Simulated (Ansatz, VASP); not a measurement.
## I: VASP beside Ansatz

```
CELL_PARAMETERS angstrom
4.33904 0.00000 0.00000
-2.16952 3.75772 0.00000
0.00000 0.00000 4.94712
ATOMIC_POSITIONS crystal
I 0.33333 0.66667 0.25000
I 0.66667 0.33333 0.75000
```

Change from the starting cell: volume scaled by 1.04, PAW files.

Alike in both runs: task electric field gradients; functional PBE; k mesh 15 × 15 × 8; occupations fermi-dirac, width 0.05 eV; no spin polarisation.

|  | VASP | Ansatz |
| --- | --- | --- |
| version | VASP 6.6.1 | Ansatz 0.2.0 |
| potentials or method | VASP PAW PBE potentials, release 64 (I) | PAW with Ansatz's default frozen-core files, scalar-relativistic |
| plane-wave cutoff (eV) | 520 | 420 |
| valence electrons in the cell | 14 | 34 |

```csv
,VASP,Ansatz,Ansatz less VASP
pressure (GPa),-0.8,-0.8,+0.02
largest component of the traceless stress (GPa),0.38,0.38,-0.004
Vzz of the field gradient on the site that differs most (V/Å²),406.1,415.8,+9.71
```

The two sets of potentials don't hold the same shells in valence. Ansatz warned: «gradients_without_spin_orbit».

Spin-orbit coupling is left out, which matters for the levels of I.
